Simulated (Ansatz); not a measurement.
In MgO (rock salt type) the Mg atom of the primitive cell, with all its periodic images, is moved by 0.06 Å along [111].

```
CELL_PARAMETERS angstrom
0.00000 2.12500 2.12500
2.12500 0.00000 2.12500
2.12500 2.12500 0.00000
ATOMIC_POSITIONS crystal
Mg 0.00815 0.00815 0.00815
O 0.50000 0.50000 0.50000
```

Theory: HSE06, plane waves, all-electron PAW datasets generated for the crystal, point nucleus (Ansatz 0.2.0 development build).

Cutoff 400 eV; exchange singularity: Wigner-Seitz; k-mesh 4×4×4 Γ-centred; Fermi–Dirac smearing of 0.05 eV; no spin polarisation.

(1) What force results?

## Answers

(1) The force on it along the displacement is -0.2752 eV/Å, a force constant of 4.59 eV/Å². The cell stands under a pressure of -5.0 GPa, which shifts the constant from its value at the relaxed volume.

```csv
atom,Fx (eV/Å),Fy (eV/Å),Fz (eV/Å)
Mg1,-0.1589,-0.1589,-0.1589
O2,0.1589,0.1589,0.1589
```

The k-mesh is modest, so these values aren't fully converged in k.
